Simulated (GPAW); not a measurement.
The system is SnO2 (Cassiterite).

```xyz
6
Lattice="4.7380 0.0000 0.0000 0.0000 4.7380 0.0000 0.0000 0.0000 3.1865" Properties=species:S:1:pos:R:3 pbc="T T T"
Sn    2.3690    2.3690    1.5933
Sn    0.0000    0.0000    0.0000
O     3.8240    0.9140    1.5933
O     3.2830    3.2830    0.0000
O     0.9140    3.8240    1.5933
O     1.4550    1.4550    0.0000
```

* Program: GPAW 26.7.0
* Task: relaxation of cell and atoms
* Functional: revPBE
* Dispersion: D4
* Potentials or basis: the program's PAW data sets (release 1.2.1) made for this functional
* Cutoff: 800 eV
* Basis: pw
* k mesh: 4 × 4 × 5
* Occupations: fermi-dirac, width 0.05 eV
* Spin: no spin polarisation

At the start: pressure 5.5 GPa; volume 11.92 Å³/atom.

**Question.** Where does the relaxation end?

**Answer.** Over 7 steps the energy falls by 6.3 meV/atom and the volume is 12.22 Å³/atom (+2.5 %); space group P4_2/mnm (No. 136, to 0.05 Å).

The path:
```tsv
step	energy change (eV)	largest force (eV/Å)	pressure (GPa)	volume (Å³)
1	0.0000	0.3017	5.48	71.53
2	-0.0114	0.1822	4.67	71.74
3	-0.0299	0.1328	2.02	72.51
4	-0.0325	0.1449	1.37	72.74
5	-0.0368	0.0860	0.05	73.25
6	-0.0375	0.0270	-0.12	73.34
7	-0.0376	0.0019	-0.04	73.32
```

Final structure:
```
Sn O
1.0
     4.77094    0.00000    0.00000
     0.00000    4.77094    0.00000
     0.00000    0.00000    3.22101
Sn O
2 4
Direct
  0.50000 0.50000 0.50000
  0.00000 0.00000 0.00000
  0.80585 0.19415 0.50000
  0.69415 0.69415 0.00000
  0.19415 0.80585 0.50000
  0.30585 0.30585 0.00000
```

Caveat: the k mesh is coarse; later steps reuse the first step's grids.
